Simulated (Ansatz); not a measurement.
**PbSe (Fm-3m): how far a G0W0 gap depends on its settings**

How well converged is a G0W0 gap of the known phase of PbSe (Fm-3m) with 2 atoms a cell?

Code: Ansatz 0.2.0. G0W0, plane waves. The values are computed, spin-unpolarised, and not measurements.

## 1. The cell

The cell was relaxed beforehand with r2SCAN+rVV10.

It is cubic, Fm-3m (No. 225); a = 6.139 Å in the conventional setting, 28.93 Å³ an atom. Around Pb lie 6 Se at 3.07 Å; around Se lie 6 Pb at 3.07 Å.

Structure file:

```cif
data_structure
_symmetry_space_group_name_H-M 'Fm-3m'
_symmetry_Int_Tables_number 225
_cell_length_a 6.1394
_cell_length_b 6.1394
_cell_length_c 6.1394
_cell_angle_alpha 90.000
_cell_angle_beta 90.000
_cell_angle_gamma 90.000
_cell_volume 231.41
loop_
_atom_site_label
_atom_site_type_symbol
_atom_site_symmetry_multiplicity
_atom_site_Wyckoff_symbol
_atom_site_fract_x
_atom_site_fract_y
_atom_site_fract_z
_atom_site_occupancy
Pb1 Pb 4 a 0.00000 0.00000 0.00000 1
Se1 Se 4 b 0.50000 0.00000 0.00000 1
```

## 2. 131 empty bands, 100 eV

Contents of input.yaml:

```yaml
crystal:
  lattice:
    - [0.0, 3.069689361, 3.069689361]
    - [3.069689361, 0.0, 3.069689361]
    - [3.069689361, 3.069689361, 0.0]
  atoms:
    - { symbol: Pb, position: [0.0, 0.0, 0.0] }
    - { symbol: Se, position: [0.5, 0.5, 0.5] }
kpoints:
  mp_grid: { grid: [6, 6, 6] }
hamiltonian:
  xc: pbe
scf:
  occupations: { method: fixed }
gw:
  n_empty_bands: 131
  ecut_chi: 100
  qp_bands: [v2, c2]
  qp_kpoints: band_edges
  screening: { model: contour_deformation }
```

## 3. 317 empty bands, 180 eV

Changes to input.yaml since step 2:

```diff
@@ -15,4 +15,4 @@
 gw:
-  n_empty_bands: 131
-  ecut_chi: 100
+  n_empty_bands: 317
+  ecut_chi: 180
   qp_bands: [v2, c2]
```

## 4. 615 empty bands, 260 eV

Changes to input.yaml since step 3:

```diff
@@ -15,4 +15,4 @@
 gw:
-  n_empty_bands: 317
-  ecut_chi: 180
+  n_empty_bands: 615
+  ecut_chi: 260
   qp_bands: [v2, c2]
```

## 5. Starting from HSE06

Changes to input.yaml since step 4:

```diff
@@ -11,3 +11,3 @@
 hamiltonian:
-  xc: pbe
+  xc: hse06
 scf:
@@ -15,4 +15,4 @@
 gw:
-  n_empty_bands: 615
-  ecut_chi: 260
+  n_empty_bands: 317
+  ecut_chi: 180
   qp_bands: [v2, c2]
```

## 6. Starting from r2SCAN

Changes to input.yaml since step 5:

```diff
@@ -11,3 +11,3 @@
 hamiltonian:
-  xc: hse06
+  xc: r2scan
 scf:
```

## 7. Starting from PBE0

Changes to input.yaml since step 6:

```diff
@@ -11,3 +11,3 @@
 hamiltonian:
-  xc: r2scan
+  xc: pbe0
 scf:
```

## 8. A plasmon pole in place of the full frequency dependence

Changes to input.yaml since step 7:

```diff
@@ -11,3 +11,3 @@
 hamiltonian:
-  xc: pbe0
+  xc: pbe
 scf:
@@ -19,2 +19,2 @@
   qp_kpoints: band_edges
-  screening: { model: contour_deformation }
+  screening: { model: godby_needs }
```

## 9. A finer mesh, 8×8×8

Changes to input.yaml since step 8:

```diff
@@ -9,3 +9,3 @@
 kpoints:
-  mp_grid: { grid: [6, 6, 6] }
+  mp_grid: { grid: [8, 8, 8] }
 hamiltonian:
@@ -15,6 +15,6 @@
 gw:
-  n_empty_bands: 317
-  ecut_chi: 180
+  n_empty_bands: 93
+  ecut_chi: 80
   qp_bands: [v2, c2]
   qp_kpoints: band_edges
-  screening: { model: godby_needs }
+  screening: { model: contour_deformation }
```

## 10. Norm-conserving pseudopotentials

Changes to input.yaml since step 9:

```diff
@@ -9,5 +9,6 @@
 kpoints:
-  mp_grid: { grid: [8, 8, 8] }
+  mp_grid: { grid: [6, 6, 6] }
 hamiltonian:
   xc: pbe
+  pseudopotentials: { kind: nc }
 scf:
@@ -15,4 +16,4 @@
 gw:
-  n_empty_bands: 93
-  ecut_chi: 80
+  n_empty_bands: 317
+  ecut_chi: 180
   qp_bands: [v2, c2]
```

Before running it: what results should come out? Wanted: for each run, start; potentials; frequencies; empty bands; cutoff; Kohn-Sham gap; G0W0 gap.

**Answer**, as computed:

| start | potentials | frequencies | empty bands | cutoff (eV) | mesh | Kohn-Sham gap (eV) | G0W0 gap (eV) |
| --- | --- | --- | --- | --- | --- | --- | --- |
| PBE | PAW | full | 131 | 100 | 6×6×6 | 0.32 | 0.49 |
| PBE | PAW | full | 317 | 180 | 6×6×6 | 0.32 | 0.72 |
| PBE | PAW | full | 615 | 260 | 6×6×6 | 0.32 | 0.77 |
| HSE06 | PAW | full | 317 | 180 | 6×6×6 | 0.72 | 0.85 |
| r2SCAN | PAW | full | 317 | 180 | 6×6×6 | 0.60 | 0.78 |
| PBE0 | PAW | full | 317 | 180 | 6×6×6 | 1.27 | 1.00 |
| PBE | PAW | pole | 317 | 180 | 6×6×6 | 0.32 | 0.56 |
| PBE | PAW | full | 93 | 80 | 8×8×8 | 0.32 | 0.47 |

Gaps are those on each run's own mesh. Runs that failed or were set aside have no row.

**Reading.** With bands and cutoff raised together, from 131 bands at 100 eV to 615 at 260 eV, the gap moves by +0.29 eV, and on the last rung by +0.05 eV; extrapolated in 1/N from the last two rungs, the limit on this k mesh would lie near 0.8 eV. The starting point matters: against PBE, HSE06 gives +0.13 eV, r2SCAN gives +0.06 eV, PBE0 gives +0.28 eV. The plasmon pole changes the gap by -0.156 eV. Spin-orbit coupling is left out.
